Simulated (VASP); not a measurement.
PbO2:

```
Pb O
1.0
     0.00000    2.70199    2.70199
     2.70199    0.00000    2.70199
     2.70199    2.70199    0.00000
Pb O
1 2
Direct
  0.00000 0.00000 0.00000
  0.75000 0.75000 0.75000
  0.25000 0.25000 0.25000
```

The cell comes from a database or a generator and needn't be the stable form of this composition.

| Item | Value |
| --- | --- |
| Program | VASP 6.6.1 |
| Task | relaxation of cell and atoms |
| Functional | r2SCAN |
| Potentials or basis | VASP PAW PBE potentials, release 64 (Pb_d, O) |
| Cutoff | 600 eV |
| k mesh | 8 × 8 × 8 |
| Occupations | fermi-dirac, width 0.05 eV |
| Spin | no spin polarisation |

At the start: pressure -6.0 GPa; volume 13.15 Å³/atom.

Problem. How do energy, volume and symmetry change on relaxing?

Solution. Over 3 steps the energy falls by 10.8 meV/atom and the volume is 12.60 Å³/atom (-4.2 %); space group Fm-3m (No. 225, to 0.05 Å).

The path:
| step | energy change (eV) | largest force (eV/Å) | pressure (GPa) | volume (Å³) |
| --- | --- | --- | --- | --- |
| 1 | 0.0000 | 0.0000 | -6.01 | 39.45 |
| 2 | -0.0155 | 0.0000 | 5.07 | 36.70 |
| 3 | -0.0323 | 0.0000 | -0.03 | 37.81 |

Final structure:
```cif
data_structure
_symmetry_space_group_name_H-M 'P 1'
_symmetry_Int_Tables_number 1
_cell_length_a 3.7674
_cell_length_b 3.7674
_cell_length_c 3.7674
_cell_angle_alpha 60.000
_cell_angle_beta 60.000
_cell_angle_gamma 60.000
_cell_volume 37.81
loop_
_atom_site_label
_atom_site_type_symbol
_atom_site_fract_x
_atom_site_fract_y
_atom_site_fract_z
_atom_site_occupancy
Pb1 Pb 0.00000 0.00000 0.00000 1
O1 O 0.75000 0.75000 0.75000 1
O2 O 0.25000 0.25000 0.25000 1
```

Caveat: the PAW data sets were made with another functional, which shifts forces and pressure a little.
